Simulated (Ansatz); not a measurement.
**AlGaN2: substituted relatives**

What happens to the structure of AlGaN2 under N → As? Each swap replaces an element on all its sites; cell and atoms are relaxed again.

Method: DFT r2SCAN, scalar-relativistic, plane waves, PAW, in Ansatz 0.2.0.

1 further run of the same task is left out (set aside as unsound or not needed).

## (1) The starting structure

Symmetry: P-4m2, No. 115, tetragonal system. Conventional cell: a = 3.139 Å, b = 3.139 Å, c = 4.422 Å, α = 90.00°, β = 90.00°, γ = 90.00°. Al (site symmetry -4m2) is surrounded by 4 N at 1.89 Å. Around Ga (site symmetry -4m2) lie 4 N at 1.95 Å. Around N (site symmetry 2mm) lie 2 Al at 1.89 Å and 2 Ga at 1.95 Å.

As a file:

```xyz
4
Lattice="3.1385 0.0000 0.0000 0.0000 3.1385 0.0000 0.0000 0.0000 4.4224" Properties=species:S:1:pos:R:3 pbc="T T T"
Al    1.5693    1.5693    2.2112
Ga    0.0000    0.0000    0.0000
N     1.5693    0.0000    3.2685
N     0.0000    1.5693    1.1539
```

It goes back to an entry of the Materials Project, which need not be the stable form.

It is the result of an earlier relaxation at this level (volume 10.89 Å³/atom; gap on the mesh: 3.37 eV).

## (2) The substitution N → As

The start of AlGaAs2: fractional positions of relaxed AlGaN2, cell scaled by 1.155, a guess from tabulated radii.

## (3) A first look at the start (AlGaAs2)

Contents of input.yaml:

```yaml
crystal:
  lattice:
    - [3.626379948, 0.0, 0.0]
    - [0.0, 3.626379948, 0.0]
    - [0.0, 0.0, 5.1097692483]
  atoms:
    - { symbol: Al, position: [0.5, 0.5, 0.5] }
    - { symbol: Ga, position: [0.0, 0.0, 0.0] }
    - { symbol: As, position: [0.5, 0.0, 0.7390831726] }
    - { symbol: As, position: [0.0, 0.5, 0.2609168274] }
basis:
  ecutwfc: 500
kpoints:
  mp_grid: { grid: [6, 6, 4] }
hamiltonian:
  xc: r2scan
scf:
  occupations: { method: gaussian, width: 0.1 }
output:
  forces: true
  stress: true
  eigenvalues: true
```

Launch:

```console
$ ansatz run input.yaml --threads 1 --pin off --max-ram 2560MiB --backend cpu --events-out ev --progress --plain --runs-dir out
```

The session goes on with these runs: rough relaxation on the coarse mesh (AlGaAs2); relaxing cell and atoms (AlGaAs2); seeking the band edges (AlGaAs2).

What does the calculation give? Wanted: N → As.

As calculated:

| quantity | value |
| --- | --- |
| N → As (AlGaAs2) | 22.83 Å³/atom, gap 1.47 eV, ΔH_f -0.53 eV/atom |

N → As changes the volume per atom by +109.6 %. Both keep a gap; it moves in AlGaAs2, from 3.37 to 1.47 eV. AlGaN2 has the lowest formation energy in this structure (-1.13 eV/atom). A negative value alone does not show stability: other structures and competing compounds were not computed.
